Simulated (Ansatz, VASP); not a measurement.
# SnSe in VASP and in Ansatz

The input INCAR:

```
SYSTEM = SnSe
PREC = Accurate
ENCUT = 520
EDIFF = 1E-6
ISMEAR = 1
SIGMA = 0.1
LREAL = .FALSE.
LASPH = .TRUE.
NELM = 60
ALGO = Normal
ISIF = 2
LWAVE = .FALSE.
LCHARG = .FALSE.
GGA = PS
NBANDS = 17
```

Contents of KPOINTS:

```
regular mesh
0
G
  6 6 6
  0 0 0
```

The input POSCAR:

```
SnSe
1.0
    0.0000000000      3.0882165597      3.0882165597
    3.0882165597      0.0000000000      3.0882165597
    3.0882165597      3.0882165597      0.0000000000
Sn Se
1 1
Direct
    0.0000000000      0.0000000000      0.0000000000
    0.5000000000      0.5000000000      0.5000000000
```

Input for Ansatz:

```yaml
crystal:
  lattice:
    - [0.0, 3.0882165596981146, 3.0882165596981146]
    - [3.0882165596981146, 0.0, 3.0882165596981146]
    - [3.0882165596981146, 3.0882165596981146, 0.0]
  atoms:
    - { symbol: Sn, position: [0.0, 0.0, 0.0] }
    - { symbol: Se, position: [0.5, 0.5, 0.5] }
basis:
  ecutwfc: 500.0
kpoints:
  mp_grid:
    grid: [6, 6, 6]
hamiltonian:
  xc: pbesol
  pseudopotentials:
    kind: paw
scf:
  convergence:
    dr2_threshold: 1.0e-10
  occupations:
    method: methfessel_paxton
output:
  stress: true
```

Measurements of this composition are mostly on another form, of space group No. 62.

Alike in both runs: task single point; functional PBEsol; k mesh 6 × 6 × 6; no spin polarisation.

|  | VASP | Ansatz |
| --- | --- | --- |
| version | VASP 6.6.1 | Ansatz 0.2.0 |
| potentials or method | VASP PAW PBE potentials, release 64 (Sn_d, Se) | plane waves, PAW |
| plane-wave cutoff (eV) | 520 | 500 |
| occupations | methfessel-paxton of order 1, width 0.1 eV | methfessel-paxton of order 1 |
| valence electrons in the cell | 20 | 30 |

```csv
,VASP,Ansatz,Ansatz less VASP
pressure (GPa),-5.3,-5.3,-0.01
```

The two sets of potentials don't hold the same shells in valence.

Caveats: the PAW data sets were made with another functional, which shifts forces and pressure a little (VASP).
